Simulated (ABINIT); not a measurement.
# PbS (Galena) (Fm-3m) in ABINIT: convergence with cutoff

Aim: find how far cutoff must go before the results for PbS (Galena) settle, at LDA. This setting moves, with any that are tied to it; all else stays.

Program: ABINIT 10.8.3 (patched build). These are calculated values, not measurements. Logs are shortened: lines on timing, memory, paths and dates and some standing lists are left out, and cuts for length are marked. The log counts tension as positive stress, the text compression.

## Step 1: The crystal as given

The structure is cubic, space group Fm-3m (No. 225). Conventional cell: a = 5.931 Å, b = 5.931 Å, c = 5.931 Å, α = 90.00°, β = 90.00°, γ = 90.00°. Pb (site symmetry m-3m) is surrounded by 6 S at 2.97 Å. S (site symmetry m-3m) is surrounded by 6 Pb at 2.97 Å.

## Step 2: With cutoff 9 Ha

The input, run.abi:

```
pp_dirpath "./"
pseudos "Pb.LDA_PW-JTH.xml, S.LDA_PW-JTH.xml"

acell 3*1.0
rprim
     0.0000000000     5.6044552541     5.6044552541
     5.6044552541     0.0000000000     5.6044552541
     5.6044552541     5.6044552541     0.0000000000
ntypat 2
znucl 82 16
natom 2
typat 1 2
xred
     0.0000000000     0.0000000000     0.0000000000
     0.5000000000     0.5000000000     0.5000000000

ecut 9.0
pawecutdg 57.2

kptopt 1
ngkpt 8 8 8
nshiftk 1
shiftk 0.0 0.0 0.0

ixc 7

nband 14
occopt 4
tsmear 0.05 eV

nstep 100
tolvrs 1.0e-9

iomode 3
prtwf 0
prtden 0
prteig 0
prtebands 0
```

Potentials or basis: JTH PAW LDA v2.0.

The run is started by

```sh
$ abinit run.abi > log 2>&1
```

It took 11 s on 1 thread of Intel Xeon Platinum 8259CL at 2.50GHz (Skylake/Cascade Lake), shared host; peak memory 0.1 GiB.

The run converged. Its results:

```
Free energy                                           : -1952.8030 eV
Band gap on the k mesh                                : 0.23 eV, direct
Valence electrons inside the program's atomic spheres : Pb 11.31; S 3.51
```

## Step 3: With cutoff 11 Ha

Edit run.abi of step 2 so:

```diff
@@ -16,3 +16,3 @@
 
-ecut 9.0
+ecut 11.0
 pawecutdg 57.2
```

Potentials or basis: JTH PAW LDA v2.0.

The run is started by

```sh
$ abinit run.abi > log 2>&1
```

Wall time 13 s (1 thread of Intel Xeon Platinum 8259CL at 2.50GHz (Skylake/Cascade Lake), shared host); peak memory 0.1 GiB.

It converged, with:

* Free energy: -1953.6066 eV
* Band gap on the k mesh: 0.24 eV, direct
* Valence electrons inside the program's atomic spheres: Pb 11.32; S 3.51

## Step 4: With cutoff 13 Ha

Edit run.abi of step 3 so:

```diff
@@ -16,3 +16,3 @@
 
-ecut 11.0
+ecut 13.0
 pawecutdg 57.2
```

The run is started by

```sh
$ abinit run.abi > log 2>&1
```

Wall time 16 s (1 thread of Intel Xeon Platinum 8259CL at 2.50GHz (Skylake/Cascade Lake), shared host); peak memory 0.1 GiB.

Results (log left out):

| Item | Value |
| --- | --- |
| Free energy | -1953.7412 eV |
| Band gap on the k mesh | 0.23 eV, direct |
| Valence electrons inside the program's atomic spheres | Pb 11.32; S 3.51 |

## Step 5: With cutoff 15.5 Ha

Edit run.abi of step 4 so:

```diff
@@ -16,3 +16,3 @@
 
-ecut 13.0
+ecut 15.5
 pawecutdg 57.2
```

The run is started by

```sh
$ abinit run.abi > log 2>&1
```

Wall time 22 s (1 thread of Intel Xeon Platinum 8259CL at 2.50GHz (Skylake/Cascade Lake), shared host); peak memory 0.11 GiB.

It converged, with:

- Free energy: -1953.7709 eV
- Band gap on the k mesh: 0.23 eV, direct
- Valence electrons inside the program's atomic spheres: Pb 11.32; S 3.51

## Step 6: With cutoff 18.5 Ha

Edit run.abi of step 5 so:

```diff
@@ -16,3 +16,3 @@
 
-ecut 15.5
+ecut 18.5
 pawecutdg 57.2
```

Potentials or basis: JTH PAW LDA v2.0.

The run is started by

```sh
$ abinit run.abi > log 2>&1
```

It took 26 s on 1 thread of Intel Xeon Platinum 8259CL at 2.50GHz (Skylake/Cascade Lake), shared host; peak memory 0.11 GiB.

It converged, with:

```
Free energy                                           : -1953.8712 eV
Band gap on the k mesh                                : 0.23 eV, direct
Valence electrons inside the program's atomic spheres : Pb 11.32; S 3.51
```

## Step 7: With cutoff 22 Ha

Edit run.abi of step 6 so:

```diff
@@ -16,3 +16,3 @@
 
-ecut 18.5
+ecut 22.0
 pawecutdg 57.2
```

The run is started by

```sh
$ abinit run.abi > log 2>&1
```

Wall time 39 s (1 thread of Intel Xeon Platinum 8259CL at 2.50GHz (Skylake/Cascade Lake), shared host); peak memory 0.12 GiB.

Results (log left out):

| Item | Value |
| --- | --- |
| Free energy | -1953.8993 eV |
| Pressure | -2.5 GPa |
| Band gap on the k mesh | 0.23 eV, direct |
| Valence electrons inside the program's atomic spheres | Pb 11.32; S 3.51 |

## Step 8: With cutoff 25.5 Ha

Edit run.abi of step 7 so:

```diff
@@ -16,3 +16,3 @@
 
-ecut 22.0
+ecut 25.5
 pawecutdg 57.2
```

The run is started by

```sh
$ abinit run.abi > log 2>&1
```

Wall time 54 s (1 thread of Intel Xeon Platinum 8259CL at 2.50GHz (Skylake/Cascade Lake), shared host); peak memory 0.13 GiB.

The run converged. Its results:

```
Free energy                                           : -1953.9080 eV
Pressure                                              : -2.8 GPa
Band gap on the k mesh                                : 0.23 eV, direct
Valence electrons inside the program's atomic spheres : Pb 11.32; S 3.51
```

## Step 9: With cutoff 29.5 Ha

Edit run.abi of step 8 so:

```diff
@@ -16,3 +16,3 @@
 
-ecut 25.5
+ecut 29.5
 pawecutdg 57.2
```

Potentials or basis: JTH PAW LDA v2.0.

The run is started by

```sh
$ abinit run.abi > log 2>&1
```

Wall time 60 s (1 thread of Intel Xeon Platinum 8259CL at 2.50GHz (Skylake/Cascade Lake), shared host); peak memory 0.14 GiB.

Results (log left out):

| Property | Result |
| --- | --- |
| Free energy | -1953.9246 eV |
| Pressure | -2.6 GPa |
| Band gap on the k mesh | 0.23 eV, direct |
| Valence electrons inside the program's atomic spheres | Pb 11.32; S 3.51 |

## Step 10: With cutoff 35 Ha

Edit run.abi of step 9 so:

```diff
@@ -16,3 +16,3 @@
 
-ecut 29.5
+ecut 35.0
 pawecutdg 57.2
```

Potentials or basis: JTH PAW LDA v2.0.

The run is started by

```sh
$ abinit run.abi > log 2>&1
```

run.abo:

```text
.Version 10.8.3 of ABINIT
 Symmetries : space group Fm -3 m (#225); Bravais cF (face-center cubic)
================================================================================
 Values of the parameters that define the memory need of the present run
     intxc =       0    ionmov =       0      iscf =      17    lmnmax =      18
     lnmax =       6     mgfft =      45  mpssoang =       3    mqgrid =    3001
     natom =       2  nloc_mem =       2    nspden =       1   nspinor =       1
    nsppol =       1      nsym =      48    n1xccc =       1    ntypat =       2
    occopt =       4   xclevel =       1
       mpw =        3511          nfft =       91125          nkpt =          29
 PAW method is used; the additional fine FFT grid is defined by:
   mgfftf=        54    nfftf =    157464
================================================================================
================================================================================

--------------------------------------------------------------------------------
------------- Echo of variables that govern the present computation ------------
--------------------------------------------------------------------------------
 -outvars: echo values of preprocessed input variables --------
            acell      1.0000000000E+00  1.0000000000E+00  1.0000000000E+00 Bohr
              amu      2.07200000E+02  3.20660000E+01
             ecut      3.50000000E+01 Hartree
              ixc           7
         kptrlatt        8    0    0      0    8    0      0    0    8
          kptrlen      6.34071730E+01
            natom           2
            nband          14
            ngfft          45      45      45
          ngfftdg          54      54      54
             nkpt          29
            nstep         100
             nsym          48
           ntypat           2
           occopt           4
        pawecutdg      5.72000000E+01 Hartree
           prtden           0
        prtebands           0
           prteig           0
            prtwf           0
            rprim      0.0000000000E+00  5.6044552541E+00  5.6044552541E+00
                       5.6044552541E+00  0.0000000000E+00  5.6044552541E+00
                       5.6044552541E+00  5.6044552541E+00  0.0000000000E+00
          spgroup         225
           tolvrs      1.00000000E-09
           tsmear      1.83746611E-03 Hartree
            typat      1  2
           useylm           1
           xangst      0.0000000000E+00  0.0000000000E+00  0.0000000000E+00
                       2.9657499980E+00  2.9657499980E+00  2.9657499980E+00
            xcart      0.0000000000E+00  0.0000000000E+00  0.0000000000E+00
                       5.6044552541E+00  5.6044552541E+00  5.6044552541E+00
             xred      0.0000000000E+00  0.0000000000E+00  0.0000000000E+00
                       5.0000000000E-01  5.0000000000E-01  5.0000000000E-01
            znucl       82.00000   16.00000

================================================================================

 chkinp: Checking input parameters for consistency.

================================================================================
[... 126 lines left out ...]
       0.500000000000      0.500000000000      0.500000000000
 rms dE/dt=  0.0000E+00; max dE/dt=  0.0000E+00; dE/dt below (all hartree)
    1       0.000000000000      0.000000000000      0.000000000000
    2       0.000000000000      0.000000000000      0.000000000000

 cartesian coordinates (angstrom) at end:
    1      0.00000000000000     0.00000000000000     0.00000000000000
    2      2.96574999798330     2.96574999798330     2.96574999798330

 cartesian forces (hartree/bohr) at end:
    1     -0.00000000000000    -0.00000000000000    -0.00000000000000
    2     -0.00000000000000    -0.00000000000000    -0.00000000000000
 frms,max,avg= 0.0000000E+00 0.0000000E+00   0.000E+00  0.000E+00  0.000E+00 h/b

 cartesian forces (eV/Angstrom) at end:
    1     -0.00000000000000    -0.00000000000000    -0.00000000000000
    2     -0.00000000000000    -0.00000000000000    -0.00000000000000
 frms,max,avg= 0.0000000E+00 0.0000000E+00   0.000E+00  0.000E+00  0.000E+00 e/A
 length scales=  1.000000000000  1.000000000000  1.000000000000 bohr
              =  0.529177210544  0.529177210544  0.529177210544 angstroms
 Fermi (or HOMO) energy (hartree) =   0.21954   Average Vxc (hartree)=  -0.35351
 Eigenvalues (hartree) for nkpt=  29  k points:
 kpt#   1, nband= 14, wtk=  0.00195, kpt=  0.0000  0.0000  0.0000 (reduced coord)
  -0.39583   -0.39583   -0.39583   -0.39533   -0.39533   -0.28020   -0.00692    0.13984
   0.13984    0.13984    0.40486    0.40486    0.40486    0.46346
      occupation numbers for kpt#   1
   2.00000    2.00000    2.00000    2.00000    2.00000    2.00000    2.00000    2.00000
   2.00000    2.00000    0.00000    0.00000    0.00000    0.00000
 prteigrs : prtvol=0 or 1, do not print more k-points.

--- !EnergyTerms
iteration_state     : {dtset: 1, }
comment             : Components of total free energy in Hartree
kinetic             :  9.43607297236526E+00
hartree             :  2.01711411009557E+01
xc                  : -6.14424088772803E+00
Ewald energy        : -5.56148220175677E+01
psp_core            :  1.41172111736884E+00
local_psp           : -6.55784817641936E+01
PAW spherical_terms :  2.45131091511475E+01
internal            : -7.18055003276520E+01
'-kT*entropy'       :  1.78891039421747E-06
total_energy        : -7.18054985387416E+01
total_energy_eV     : -1.95392715532292E+03
...

--- !EnergyTermsDC
iteration_state     : {dtset: 1, }
comment             : '"Double-counting" decomposition of free energy'
band_energy         : -3.83030337670766E+00
Ewald energy        : -5.56148220175677E+01
psp_core            :  1.41172111736884E+00
xc_dc               : -1.98753897540508E+01
PAW spherical_terms :  6.10329097758859E+00
internal            : -7.18055030533687E+01
'-kT*entropy'       :  1.78891039421747E-06
total_energy_dc     : -7.18055012644583E+01
total_energy_dc_eV  : -1.95392722949345E+03
...

--- !EnergyTermsWithPAWCore
iteration_state     : {dtset: 1, }
comment             : 'Components of total free energy, including PAW core contributions'
Total energy        : -2.12688917879779E+04
Total energy DC     : -2.12688917907036E+04
Total energy (eV)   : -5.78756029466639E+05
Total energy DC (eV): -5.78756029540810E+05
...

 Cartesian components of stress tensor (hartree/bohr^3)
  sigma(1 1)=  8.75077008E-05  sigma(3 2)=  0.00000000E+00
  sigma(2 2)=  8.75077008E-05  sigma(3 1)=  0.00000000E+00
  sigma(3 3)=  8.75077008E-05  sigma(2 1)=  0.00000000E+00

-Cartesian components of stress tensor (GPa)         [Pressure= -2.5746E+00 GPa]
- sigma(1 1)=  2.57456544E+00  sigma(3 2)=  0.00000000E+00
- sigma(2 2)=  2.57456544E+00  sigma(3 1)=  0.00000000E+00
- sigma(3 3)=  2.57456544E+00  sigma(2 1)=  0.00000000E+00

== END DATASET(S) ==============================================================
================================================================================

 -outvars: echo values of variables after computation  --------
            acell      1.0000000000E+00  1.0000000000E+00  1.0000000000E+00 Bohr
           etotal     -7.1805501264E+01
            fcart     -0.0000000000E+00 -0.0000000000E+00 -0.0000000000E+00
                      -0.0000000000E+00 -0.0000000000E+00 -0.0000000000E+00
            rprim      0.0000000000E+00  5.6044552541E+00  5.6044552541E+00
                       5.6044552541E+00  0.0000000000E+00  5.6044552541E+00
                       5.6044552541E+00  5.6044552541E+00  0.0000000000E+00
           strten      8.7507700767E-05  8.7507700767E-05  8.7507700767E-05
                       0.0000000000E+00  0.0000000000E+00  0.0000000000E+00
           xangst      0.0000000000E+00  0.0000000000E+00  0.0000000000E+00
                       2.9657499980E+00  2.9657499980E+00  2.9657499980E+00
             xred      0.0000000000E+00  0.0000000000E+00  0.0000000000E+00
                       5.0000000000E-01  5.0000000000E-01  5.0000000000E-01
 Calculation completed.
```

It took 91 s on 1 thread of Intel Xeon Platinum 8259CL at 2.50GHz (Skylake/Cascade Lake), shared host; peak memory 0.16 GiB.

Results:

```
Free energy                                           : -1953.9272 eV
Pressure                                              : -2.6 GPa
Band gap on the k mesh                                : 0.23 eV, direct
Valence electrons inside the program's atomic spheres : Pb 11.32; S 3.51
```

## Step 11: Result

```
 cutoff  energy less the tightest run (meV/atom)  gap on the mesh (eV)  SCF cycles  CPU time (s)  peak memory (GiB)
   9 Ha                                   562.09                 0.235          12            11                0.1
  11 Ha                                   160.33                 0.237          13            13                0.1
  13 Ha                                    93.00                 0.234          13            16                0.1
15.5 Ha                                    78.18                 0.231          13            22               0.11
18.5 Ha                                    28.04                 0.230          14            26               0.11
  22 Ha                                    13.99                 0.229          15            38               0.12
25.5 Ha                                     9.59                 0.229          16            54               0.13
29.5 Ha                                     1.33                 0.229          16            60               0.14
  35 Ha                                     0.00                 0.229          17            91               0.16
```

Against the tightest run, the gap on the mesh stays within 0.01 eV from 9 Ha on. Not settled before the last step: the energy (to 1 meV/atom). The tightest run that finished is the yardstick and may itself not be fully converged.

Caveats: spin-orbit coupling is left out, which as a rule narrows the gap of such compounds by several tenths of an eV.
